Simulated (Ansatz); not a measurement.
# Si: the cost of one run

Computed with Ansatz 0.2.0 (DFT PBE, scalar-relativistic, plane waves, PAW, unless a step's input says otherwise).

1 further run of the same task is left out (set aside as unsound or not needed).

### Step 1. The structure to begin with

Symmetry: P6_3/mmc, No. 194, hexagonal system. Conventional cell: a = 3.851 Å, b = 3.851 Å, c = 6.365 Å, α = 90.00°, β = 90.00°, γ = 120.00°. Si (site symmetry 3m) has 4 Si at 2.36 to 2.38 Å as nearest neighbours.

Structure file:

```xyz
4
Lattice="3.8515 0.0000 0.0000 -1.9257 3.3355 0.0000 0.0000 0.0000 6.3649" Properties=species:S:1:pos:R:3 pbc="T T T"
Si    0.0000    0.0000    0.0029
Si    0.0000    0.0000    2.3840
Si    0.0000    2.2236    3.1853
Si    0.0000    2.2236    5.5664
```

The cell was made up by rule, so the compound may not exist in this form.

This cell was relaxed beforehand with the same method: volume 20.44 Å³/atom, gap on the mesh 0.45 eV.

### Step 2. The stacking ABCBC (kkhhk)

Close-packed layers are stacked in the order given (tetrahedral net, a letter for each double layer) and fully relaxed; h and k in a name mark layers with hexagonal and cubic surroundings. Energies count from the base stacking, -635.7991 eV an atom.

The cell holds 10 Si: a = 3.851 Å, b = 3.851 Å, c = 15.912 Å, α = 90.00°, β = 90.00°, γ = 120.00°.

### Step 3. Relaxing it

Input file input.yaml:

```yaml
crystal:
  lattice:
    - [3.8514552977, 0.0, 0.0]
    - [-1.9257276489, 3.3354581294, 0.0]
    - [0.0, 0.0, 15.9122262154]
  atoms:
    - { symbol: Si, position: [0.0, 0.0, 0.0] }
    - { symbol: Si, position: [0.0, 0.0, 0.15] }
    - { symbol: Si, position: [0.3333333333, 0.6666666667, 0.2] }
    - { symbol: Si, position: [0.3333333333, 0.6666666667, 0.35] }
    - { symbol: Si, position: [0.6666666667, 0.3333333333, 0.4] }
    - { symbol: Si, position: [0.6666666667, 0.3333333333, 0.55] }
    - { symbol: Si, position: [0.3333333333, 0.6666666667, 0.6] }
    - { symbol: Si, position: [0.3333333333, 0.6666666667, 0.75] }
    - { symbol: Si, position: [0.6666666667, 0.3333333333, 0.8] }
    - { symbol: Si, position: [0.6666666667, 0.3333333333, 0.95] }
basis:
  ecutwfc: 420
kpoints:
  mp_grid: { grid: [12, 12, 3] }
hamiltonian:
  xc: pbe
scf:
  occupations: { method: gaussian, width: 0.02 }
output:
  forces: true
  stress: true
  eigenvalues: true
  populations: true
  write_density: true
  write_potential: true
  elf: true
  volumetric_format: npy
relax:
  adjacent_minimum: "off"
  f_tol: 0.01
  max_steps: 45
  cell: { stress_tol: 0.05 }
```

Launch:

```console
ansatz run input.yaml --threads 1 --pin off --max-ram 2560MiB --backend cpu --events-out ev --progress --plain --runs-dir out
```

**Question.** How long does this run take on 1 thread of Intel Xeon Platinum 8488C (Sapphire Rapids), shared host, and how much memory does it need?

About 96 s, with a peak of 0.6 GiB.
